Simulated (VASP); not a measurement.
# HfN (F-43m) in VASP: settings compared, part 2 of 2

VASP 6.6.1.

## (5) Single point, PBE (atoms moved at random, drawn with an rms of 0.05 Å)

The input, INCAR:

```
ALGO     = Normal         # electronic algorithm
EDIFF    = 1E-7           # SCF threshold, eV
ENCUT    = 520            # plane-wave cutoff, eV
GGA      = PE             # functional
ISIF     = 2              # what is computed and relaxed
ISMEAR   = -1             # smearing method
LASPH    = T              # aspherical terms in the spheres
LCHARG   = F              # write CHGCAR
LREAL    = F              # projectors in reciprocal space
LWAVE    = F              # write WAVECAR
NBANDS   = 14             # bands
NELM     = 80             # most SCF steps
PREC     = Accurate       # precision mode
SIGMA    = 0.05           # smearing width, eV
```

The input, KPOINTS:

```
k-points
0
Gamma
  9 9 9
```

The input, POSCAR:

```
HfN
1.0
    0.0000000000      2.4548220000      2.4548220000
    2.4548220000      0.0000000000      2.4548220000
    2.4548220000      2.4548220000      0.0000000000
Hf N
1 1
Direct
   -0.0015310000     -0.0029430000     -0.0034000000
    0.2637830000      0.2428060000      0.2393630000
```

Potentials or basis: VASP PAW PBE potentials, release 64 (Hf_pv, N).

The run is started by

```console
> cat potpaw_PBE.64/Hf_pv/POTCAR potpaw_PBE.64/N/POTCAR > POTCAR
> mpirun -np 1 vasp_std > vasp.out
```

OUTCAR:

```text
EDIFF = 1E-7
   ENCUT = 520
   GGA = PE
   ISIF = 2
   ISMEAR = -1
   LASPH = T
   LREAL = F
   NELM = 80
   PREC = Accurate

 ion  position               nearest neighbor table
   1  0.998  0.997  0.997-   2 2.08   2 2.14   2 2.14   2 2.15
   2  0.264  0.243  0.239-   1 2.08   1 2.14   1 2.14   1 2.15

  LATTYP: Found a face centered cubic cell.
 ALAT       =     4.9096440000

  Lattice vectors:

 A1 = (   0.0000000000,   2.4548220000,   2.4548220000)
 A2 = (   2.4548220000,   0.0000000000,   2.4548220000)
 A3 = (   2.4548220000,   2.4548220000,   0.0000000000)

Analysis of symmetry for initial positions (statically):
=====================================================================
 Subroutine PRICEL returns:
 Original cell was already a primitive cell.

 Routine SETGRP: Setting up the symmetry group for a
 face centered cubic supercell.

 Subroutine GETGRP returns: Found  1 space group operations
 (whereof  1 operations were pure point group operations)
 out of a pool of 48 trial point group operations.

The static configuration has the point symmetry C_1 .

[... 165 lines left out ...]
 fundamental gap:      0.0803828730
 Fermi energy:         5.7713226411

 k-point     1 :       0.0000    0.0000    0.0000
  band No.  band energies     occupation
      1     -25.3578      2.00000
      2     -25.3505      2.00000
      3     -25.3500      2.00000
      4     -10.3987      2.00000
      5       0.2449      2.00000
      6       0.3416      2.00000
      7       0.3596      2.00000
      8       5.0364      2.00000
      9       8.0131      0.00000
     10       8.0139      0.00000
     11      12.1726      0.00000
     12      12.2434      0.00000
     13      12.6607      0.00000
     14      18.0655      0.00000
[... 377 lines left out ...]
      1     -25.5152      2.00000
      2     -25.3959      2.00000
      3     -25.3850      2.00000
      4      -9.9364      2.00000
      5      -0.3901      2.00000
      6       0.6528      2.00000
      7       0.6709      2.00000
      8       6.6238      0.00000
      9       7.1769      0.00000
     10       8.2489      0.00000
     11      11.6996      0.00000
     12      12.5903      0.00000
     13      12.9181      0.00000
     14      16.0144      0.00000

 [... further k-points ...]
[... 5 lines left out ...]
  --------------------------------------------------------------------------------------
  -------------------------------------------------------------------------------------
  Total       -0.0199374     -0.0183312     -0.0195761     -0.2986332      0.3088312     -0.2298890
  in kB       -1.0796628     -0.9926846     -1.0601016    -16.1718086     16.7240609    -12.4491249
  external PRESSURE =      -1.0441497 kB  Pullay stress =       0.0000000 kB

 VOLUME and BASIS-vectors are now :
 -----------------------------------------------------------------------------
  energy-cutoff  :      520.00
  volume of cell :       29.59
      direct lattice vectors                 reciprocal lattice vectors
     0.000000000  2.454822000  2.454822000    -0.203680756  0.203680756  0.203680756
     2.454822000  0.000000000  2.454822000     0.203680756 -0.203680756  0.203680756
     2.454822000  2.454822000  0.000000000     0.203680756  0.203680756 -0.203680756

 POSITION                                       TOTAL-FORCE (eV/Angst)
 -----------------------------------------------------------------------------------
      4.89407      4.89754      4.89866        -0.354496      0.266104      0.342844
      1.18364      1.23513      1.24359         0.354496     -0.266104     -0.342844
 -----------------------------------------------------------------------------------
    total drift:                                0.000004     -0.000036     -0.000020

  FREE ENERGIE OF THE ION-ELECTRON SYSTEM (eV)
  ---------------------------------------------------
  free  energy   TOTEN  =       -21.2107734554 eV

  energy  without entropy=      -21.2051667296  energy(sigma->0) =      -21.20797009
```

stdout:

```text
POSCAR found type information on POSCAR HfN
 POSCAR found :  2 types and       2 ions
 scaLAPACK will be used
 LDA part: xc-table for (Slater+PW92), standard interpolation
 POSCAR, INCAR and KPOINTS ok, starting setup
 FFT: planning ... GRIDC
 FFT: planning ... GRID_SOFT
 FFT: planning ... GRID
 WAVECAR not read
 entering main loop
```

Wall time 94 s (1 thread of Intel Xeon Platinum 8488C (Sapphire Rapids), shared host); peak memory 0.28 GiB.

Results:

* Free energy: -21.2108 eV
* Pressure: -0.1 GPa
* Largest force: 0.560 eV/Å
* Band gap on the k mesh: none (metal or under the smearing width)

Forces in eV/Å, atoms in the order of the input:
```
Hf  -0.354  0.266  0.343
N    0.354 -0.266 -0.343
```

Levels at points of the mesh, in eV from the Fermi level:
| k point | band 5 | band 6 | band 7 | band 8 | band 9 | band 10 | band 11 | band 12 |
| --- | --- | --- | --- | --- | --- | --- | --- | --- |
| (0.00, 0.00, 0.00) | -5.53 | -5.43 | -5.41 | -0.73 | 2.24 | 2.24 | 6.40 | 6.47 |

The run has no spin-orbit coupling, so splittings on Hf are missing.

## (6) Summary

| level | cell | ladder | gap on the mesh (eV) | pressure (GPa) | largest force (eV/Å) |
| --- | --- | --- | --- | --- | --- |
| PBEsol | as given | free | none | -5.9 | - |
| PBEsol | atoms moved at random, drawn with an rms of 0.05 Å | free | none | -5.7 | 0.55 |
| PBE | as given | - | none | -0.3 | - |
| PBE | atoms moved at random, drawn with an rms of 0.05 Å | - | none | -0.1 | 0.56 |

Alike in all rows: task single point; potentials or basis VASP PAW PBE potentials, release 64 (Hf_pv, N); no spin polarisation; k mesh 9 × 9 × 9; cutoff (eV) 520; smearing fermi-dirac 0.05 eV.

Caveats: the PAW data sets were made with another functional, which shifts forces and pressure a little (some runs).

Total energies depend on the potentials used, so only differences within one code and one set of settings carry meaning.
